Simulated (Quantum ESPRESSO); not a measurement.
Here is a Quantum ESPRESSO 7.5 calculation.

run.py

```python
import numpy as np
from ase.calculators.espresso import Espresso, EspressoProfile
import spglib
from ase import Atoms
from ase.io import read

atoms = read('Bi.cif')
cell, pos, num = spglib.standardize_cell((atoms.cell[:], atoms.get_scaled_positions(), atoms.numbers), to_primitive=True, symprec=1e-4)
atoms = Atoms(numbers=num, cell=cell, scaled_positions=pos, pbc=True)

input_data = {
    'control': {'calculation': 'scf', 'prefix': 'pwscf', 'outdir': './tmp', 'tprnfor': True, 'tstress': True, 'disk_io': 'low'},
    'system': {'ecutwfc': 66.0, 'nbnd': 22, 'occupations': 'smearing', 'smearing': 'fd', 'degauss': 0.00367493},
    'electrons': {'conv_thr': 4e-10, 'electron_maxstep': 120, 'mixing_beta': 0.5},
}
pseudopotentials = {'Bi': 'Bi.upf'}
profile = EspressoProfile(command='mpirun -n 2 pw.x -nk 2', pseudo_dir='pseudo')
dft = Espresso(profile=profile, input_data=input_data, pseudopotentials=pseudopotentials, kpts=(6, 6, 6), koffset=(0, 0, 0))
atoms.calc = dft

from ase.optimize import FIRE
from ase.filters import FrechetCellFilter
done = FIRE(FrechetCellFilter(atoms), trajectory='opt.traj').run(fmax=0.02, steps=30)
print('converged', done)
print('cell (A)', np.round(atoms.cell.cellpar(), 5))
print(f'energy {atoms.get_potential_energy():.8f} eV')
print('forces (eV/A)')
print(np.round(atoms.get_forces(), 6))
print('stress (eV/A^3, Voigt)')
print(np.round(atoms.get_stress(), 8))
print(f'Fermi level {dft.get_fermi_level():.4f} eV')
```

File Bi.cif:

```cif
data_Bi
_cell_length_a 4.53500000
_cell_length_b 4.53500000
_cell_length_c 11.81400000
_cell_angle_alpha 90.00000000
_cell_angle_beta 90.00000000
_cell_angle_gamma 120.00000000
_space_group_name_H-M_alt 'R-3m'
_space_group_name_Hall '-R 3 2"'
_space_group_IT_number 166
loop_
_space_group_symop_operation_xyz
'x,y,z'
'-x,-y,-z'
'-y,x-y,z'
'y,-x+y,-z'
'-x+y,-x,z'
'x-y,x,-z'
'y,x,-z'
'-y,-x,z'
'x-y,-y,-z'
'-x+y,y,z'
'-x,-x+y,-z'
'x,x-y,z'
'x+2/3,y+1/3,z+1/3'
'-x+2/3,-y+1/3,-z+1/3'
'-y+2/3,x-y+1/3,z+1/3'
'y+2/3,-x+y+1/3,-z+1/3'
'-x+y+2/3,-x+1/3,z+1/3'
'x-y+2/3,x+1/3,-z+1/3'
'y+2/3,x+1/3,-z+1/3'
'-y+2/3,-x+1/3,z+1/3'
'x-y+2/3,-y+1/3,-z+1/3'
'-x+y+2/3,y+1/3,z+1/3'
'-x+2/3,-x+y+1/3,-z+1/3'
'x+2/3,x-y+1/3,z+1/3'
'x+1/3,y+2/3,z+2/3'
'-x+1/3,-y+2/3,-z+2/3'
'-y+1/3,x-y+2/3,z+2/3'
'y+1/3,-x+y+2/3,-z+2/3'
'-x+y+1/3,-x+2/3,z+2/3'
'x-y+1/3,x+2/3,-z+2/3'
'y+1/3,x+2/3,-z+2/3'
'-y+1/3,-x+2/3,z+2/3'
'x-y+1/3,-y+2/3,-z+2/3'
'-x+y+1/3,y+2/3,z+2/3'
'-x+1/3,-x+y+2/3,-z+2/3'
'x+1/3,x-y+2/3,z+2/3'
loop_
_atom_site_label
_atom_site_type_symbol
_atom_site_symmetry_multiplicity
_atom_site_Wyckoff_symbol
_atom_site_fract_x
_atom_site_fract_y
_atom_site_fract_z
_atom_site_occupancy
Bi1 Bi 6 c 0.0000000000 0.0000000000 0.7660000000 1
```

Potentials or basis: PseudoDojo 0.4.1 SR PBEsol standard.

Launch:

```sh
$ OMP_NUM_THREADS=1 python run.py
```

(1) Estimate the space group after relaxing (to 0.05 Å).

(2) Estimate the relaxed cell.

Answers

(1) R-3m (No. 166).

(2) a = 4.711 Å, b = 4.711 Å, c = 4.711 Å, α = 57.28°, β = 57.28°, γ = 57.28°.
